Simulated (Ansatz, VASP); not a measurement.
# B: VASP beside Ansatz

INCAR

```
SYSTEM = B
PREC = Accurate
ENCUT = 600
EDIFF = 1E-7
ISMEAR = -1
SIGMA = 0.1
LREAL = .FALSE.
LASPH = .TRUE.
NELM = 100
ALGO = Normal
ISIF = 3
LWAVE = .FALSE.
LCHARG = .FALSE.
GGA = CA
IBRION = 2
NSW = 80
EDIFFG = -0.01
```

KPOINTS

```
regular mesh
0
G
  18 18 18
  0 0 0
```

The input POSCAR:

```
B
1.0
   -1.1789190289      1.1789190289      1.1789190289
    1.1789190289     -1.1789190289      1.1789190289
    1.1789190289      1.1789190289     -1.1789190289
B
1
Direct
    0.0000000000      0.0000000000      0.0000000000
```

Input for Ansatz:

```yaml
crystal:
  lattice:
    - [-1.1789190289, 1.1789190289, 1.1789190289]
    - [1.1789190289, -1.1789190289, 1.1789190289]
    - [1.1789190289, 1.1789190289, -1.1789190289]
  atoms:
    - { symbol: B, position: [0.0, 0.0, 0.0] }
hamiltonian:
  xc: lda
  pseudopotentials:
    kind: paw
    azcp:
      B: "pseudopotentials/B.paw.azcp"
basis:
  ecutwfc: 420
  fft_grid_basis: typed
kpoints:
  mp_grid: { grid: [18, 18, 18], shift: [0, 0, 0] }
magnetization:
  spin_polarized: false
scf:
  occupations: { method: fermi_dirac, width: 0.1 }
relax:
  max_steps: 60
  f_tol: 0.01
  cell: {}
```

The cell was built by a generator and needn't be a form met in nature.

Alike in both runs: task relaxation of cell and atoms; functional LDA; k mesh 18 × 18 × 18; occupations fermi-dirac, width 0.1 eV; no spin polarisation.

|  | VASP | Ansatz |
| --- | --- | --- |
| version | VASP 6.6.1 | Ansatz 0.2.0 |
| potentials or method | VASP PAW LDA potentials, release 64 (B) | plane waves (420 eV) with PAW, scalar-relativistic |
| plane-wave cutoff (eV) | 600 | 420 |
| valence electrons in the cell | 3 | 3 |

|  | VASP | Ansatz | Ansatz less VASP |
| --- | --- | --- | --- |
| relaxed volume (Å³/atom) | 5.94 | 5.93 | -0.003 |
| relaxed cell length with the largest relative difference (Å) | 1.976 | 1.976 | -0.0003 |
| energy change over the relaxation (meV/atom) | -42 | -43 | -0.7 |

Ansatz warned: «pseudo_functional_mismatch».
